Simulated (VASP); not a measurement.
# ZnS (F-43m) in VASP: notebook, part 2 of 2

VASP 6.6.1. Earlier steps stand in the parts before.

## Step 6: Single point, PBE, spin-orbit coupling, no magnetisation

File INCAR:

```
SYSTEM = ZnS
PREC = Normal
ENCUT = 400
EDIFF = 1E-7
ISMEAR = 0
SIGMA = 0.02
LREAL = .False.
LASPH = .True.
NELM = 100
ALGO = Normal
ISIF = 2
LWAVE = .False.
LCHARG = .False.
LNONCOLLINEAR = .True.
MAGMOM = 0 0 0 0 0 0
LORBIT = 11
LSORBIT = .True.
GGA_COMPAT = .False.
GGA = PE
NBANDS = 34
```

File KPOINTS:

```
Automatic mesh
0
Gamma
  6 6 6
  0 0 0
```

File POSCAR:

```
ZnS
1.0
    0.0000000000      2.7020000000      2.7020000000
    2.7020000000      0.0000000000      2.7020000000
    2.7020000000      2.7020000000      0.0000000000
Zn S
1 1
Direct
    0.7500000000      0.7500000000      0.7500000000
    0.0000000000      0.0000000000      0.0000000000
```

Potentials or basis: VASP PAW PBE potentials, release 64 (Zn, S).

The run is started by

```
$ cat potpaw_PBE.64/Zn/POTCAR potpaw_PBE.64/S/POTCAR > POTCAR
$ mpirun -np 1 vasp_ncl > vasp.out
```

OUTCAR:

```text
SYSTEM = ZnS
   PREC = Normal
   ENCUT = 400
   EDIFF = 1E-7
   ISMEAR = 0
   LREAL = .False.
   LASPH = .True.
   NELM = 100
   ISIF = 2
   LNONCOLLINEAR = .True.
   LORBIT = 11
   LSORBIT = .True.
   GGA = PE

 Found     22 irreducible k-points:

 Following reciprocal coordinates:
            Coordinates               Weight
  0.000000  0.000000  0.000000      1.000000
  0.166667  0.000000  0.000000      4.000000
 -0.166667  0.000000  0.000000      4.000000
  0.333333  0.000000  0.000000      4.000000
 -0.333333  0.000000  0.000000      4.000000
  0.500000  0.000000  0.000000      4.000000
   k-points           NKPTS =     22   k-points in BZ     NKDIM =     22   number of bands    NBANDS=     34
   number of dos      NEDOS =    301   number of ions     NIONS =      2
   total plane-waves  NPLWV =   8000
   dimension x,y,z NGX =    20 NGY =   20 NGZ =   20
   dimension x,y,z NGXF=    40 NGYF=   40 NGZF=   40
   ions per type =               1   1
   NGX,Y,Z   is equivalent  to a cutoff of   8.70,  8.70,  8.70 a.u.
   NGXF,Y,Z  is equivalent  to a cutoff of  17.40, 17.40, 17.40 a.u.
 SYSTEM =  ZnS
   PREC   = normal    normal or accurate (medium, high low for compatibility)
   ISTART =      0    job   : 0-new  1-cont  2-samecut
   ICHARG =      2    charge: 1-file 2-atom 10-const
   ISPIN  =      1    spin polarized calculation?
   LNONCOLLINEAR =      T non collinear calculations
   LSORBIT =      T    spin-orbit coupling
   LASPH  =      T    aspherical Exc in radial PAW
   ENCUT  =  400.0 eV  29.40 Ry    5.42 a.u.   6.23  6.23  6.23*2*pi/ulx,y,z
   NELM   =    100;   NELMIN=  2; NELMDL= -5     # of ELM steps
   EDIFF  = 0.1E-06   stopping-criterion for ELM
   LREAL  =      F    real-space projection
   EDIFFG = 0.1E-05   stopping-criterion for IOM
   NSW    =      0    number of steps for IOM
   IBRION =     -1    ionic relax: 0-MD 1-quasi-New 2-CG
   NFREE  =      0    steps in history (QN), initial steepest desc. (CG)
   ISIF   =      2    stress and relaxation
   ISYM   =      2    0-nonsym 1-usesym 2-fastsym
   POTIM  = 0.5000    time-step for ionic-motion
   TEBEG  =    0.0;   TEEND  =   0.0 temperature during run
   PSTRESS=    0.0 pullay stress
[... 274 lines left out ...]
      0.00000      0.00000      0.00000         0.000000     -0.000000      0.000000
 -----------------------------------------------------------------------------------
    total drift:                                0.000005      0.000005      0.000005

  FREE ENERGIE OF THE ION-ELECTRON SYSTEM (eV)
  ---------------------------------------------------
  free  energy   TOTEN  =        -6.8477999318 eV

  energy  without entropy=       -6.8477999318  energy(sigma->0) =       -6.84779993

 Spin-Orbit-Coupling matrix elements

 Ion:    1  E_soc:     -0.0083553
 l=   1
     0.0000000    -0.0004092    -0.0004092
    -0.0004092     0.0000000    -0.0004092
    -0.0004092    -0.0004092     0.0000000
 l=   2
     0.0000000    -0.0002008     0.0000000    -0.0002008    -0.0007826
    -0.0002008     0.0000000    -0.0005869    -0.0002008    -0.0001956
     0.0000000    -0.0005869     0.0000000    -0.0005869     0.0000000
    -0.0002008    -0.0002008    -0.0005869     0.0000000    -0.0001956
    -0.0007826    -0.0001956     0.0000000    -0.0001956     0.0000000
 l=   3
     0.0000000     0.0000000     0.0000000     0.0000000     0.0000000     0.0000000     0.0000000
     0.0000000     0.0000000     0.0000000     0.0000000     0.0000000     0.0000000     0.0000000
     0.0000000     0.0000000     0.0000000     0.0000000     0.0000000     0.0000000     0.0000000
     0.0000000     0.0000000     0.0000000     0.0000000     0.0000000     0.0000000     0.0000000
     0.0000000     0.0000000     0.0000000     0.0000000     0.0000000     0.0000000     0.0000000
     0.0000000     0.0000000     0.0000000     0.0000000     0.0000000     0.0000000     0.0000000
     0.0000000     0.0000000     0.0000000     0.0000000     0.0000000     0.0000000     0.0000000

 Ion:    2  E_soc:     -0.0017769
 l=   1
     0.0000000    -0.0002962    -0.0002962
    -0.0002962     0.0000000    -0.0002962
    -0.0002962    -0.0002962     0.0000000
 l=   2
     0.0000000     0.0000000     0.0000000     0.0000000     0.0000000
     0.0000000     0.0000000     0.0000000     0.0000000     0.0000000
     0.0000000     0.0000000     0.0000000     0.0000000     0.0000000
     0.0000000     0.0000000     0.0000000     0.0000000     0.0000000
     0.0000000     0.0000000     0.0000000     0.0000000     0.0000000
 l=   3
     0.0000000     0.0000000     0.0000000     0.0000000     0.0000000     0.0000000     0.0000000
     0.0000000     0.0000000     0.0000000     0.0000000     0.0000000     0.0000000     0.0000000
     0.0000000     0.0000000     0.0000000     0.0000000     0.0000000     0.0000000     0.0000000
     0.0000000     0.0000000     0.0000000     0.0000000     0.0000000     0.0000000     0.0000000
     0.0000000     0.0000000     0.0000000     0.0000000     0.0000000     0.0000000     0.0000000
     0.0000000     0.0000000     0.0000000     0.0000000     0.0000000     0.0000000     0.0000000
     0.0000000     0.0000000     0.0000000     0.0000000     0.0000000     0.0000000     0.0000000

 total charge

# of ion       s       p       d       tot
------------------------------------------
    1        0.519   0.477   9.799  10.795
    2        1.315   2.437   0.000   3.752
--------------------------------------------------
tot          1.834   2.913   9.799  14.546

 magnetization (x)

# of ion       s       p       d       tot
------------------------------------------
    1       -0.000   0.000   0.000   0.000
    2       -0.000   0.000   0.000   0.000
--------------------------------------------------
tot         -0.000   0.000   0.000   0.000

 magnetization (y)

# of ion       s       p       d       tot
------------------------------------------
    1        0.000   0.000   0.000   0.000
    2       -0.000   0.000   0.000  -0.000
--------------------------------------------------
tot          0.000   0.000   0.000   0.000

 magnetization (z)

# of ion       s       p       d       tot
------------------------------------------
    1        0.000   0.000   0.000   0.000
    2       -0.000   0.000   0.000   0.000
--------------------------------------------------
tot          0.000   0.000   0.000   0.000
```

OSZICAR:

```text
N       E                     dE             d eps       ncg     rms          rms(c)
DAV:   1     0.113743387670E+03    0.11374E+03   -0.67303E+03  1498   0.107E+03
DAV:   2     0.546809460691E+01   -0.10828E+03   -0.10008E+03  1528   0.267E+02
DAV:   3    -0.697134510152E+01   -0.12439E+02   -0.12203E+02  1740   0.882E+01
DAV:   4    -0.727330155773E+01   -0.30196E+00   -0.30138E+00  1724   0.142E+01
DAV:   5    -0.727647254728E+01   -0.31710E-02   -0.31703E-02  1758   0.143E+00    0.688E+00
DAV:   6    -0.686165345896E+01    0.41482E+00   -0.53440E-01  2248   0.283E+01    0.531E+00
DAV:   7    -0.684807511318E+01    0.13578E-01   -0.35961E-01  1746   0.452E+00    0.270E+00
DAV:   8    -0.684734705688E+01    0.72806E-03   -0.61325E-03  1642   0.573E-01    0.923E-01
DAV:   9    -0.684764122236E+01   -0.29417E-03   -0.11323E-03  1678   0.273E-01    0.215E-01
DAV:  10    -0.684769192746E+01   -0.50705E-04   -0.11629E-04  1702   0.916E-02    0.105E-01
DAV:  11    -0.684780078240E+01   -0.10885E-03   -0.10129E-04  1634   0.163E-01    0.105E-01
DAV:  12    -0.684779891948E+01    0.18629E-05   -0.35057E-05  1818   0.116E-01    0.117E-02
DAV:  13    -0.684779983555E+01   -0.91607E-06   -0.38589E-06  1622   0.160E-02    0.326E-03
DAV:  14    -0.684779993181E+01   -0.96260E-07   -0.36707E-07  1702   0.117E-02
   1 F= -.68477999E+01 E0= -.68477999E+01  d E =-.443345E-26  mag=    -0.0000     0.0000    -0.0000
```

stdout:

```text
POSCAR found type information on POSCAR ZnS
 POSCAR found :  2 types and       2 ions
 scaLAPACK will be used
 LDA part: xc-table for (Slater+PW92), standard interpolation
 POSCAR, INCAR and KPOINTS ok, starting setup
 FFT: planning ... GRIDC
 FFT: planning ... GRID_SOFT
 FFT: planning ... GRID
 WAVECAR not read
 entering main loop
```

It took 16 s on 1 thread of AMD EPYC 9R45 (Zen 5), shared host; peak memory 0.14 GiB.

The run converged, but some of its settings lie outside the range that counts as converged, so its numbers aren't taken as properties of the crystal.

What came out:

| Item | Value |
| --- | --- |
| Free energy | -6.8478 eV |
| Pressure | 1.5 GPa |
| Valence electrons inside the program's atomic spheres | Zn 10.79; S 3.75 |

## Step 7: For comparison

An earlier run on the cell as given: functional PBEsol; potentials or basis VASP PAW PBE potentials, release 64 (Zn, S); cutoff 520 eV; k mesh 9 × 9 × 9; occupations fermi-dirac, width 0.05 eV; no spin polarisation.

* Pressure: -1.8 GPa
* Band gap on the k mesh: 1.98 eV, direct
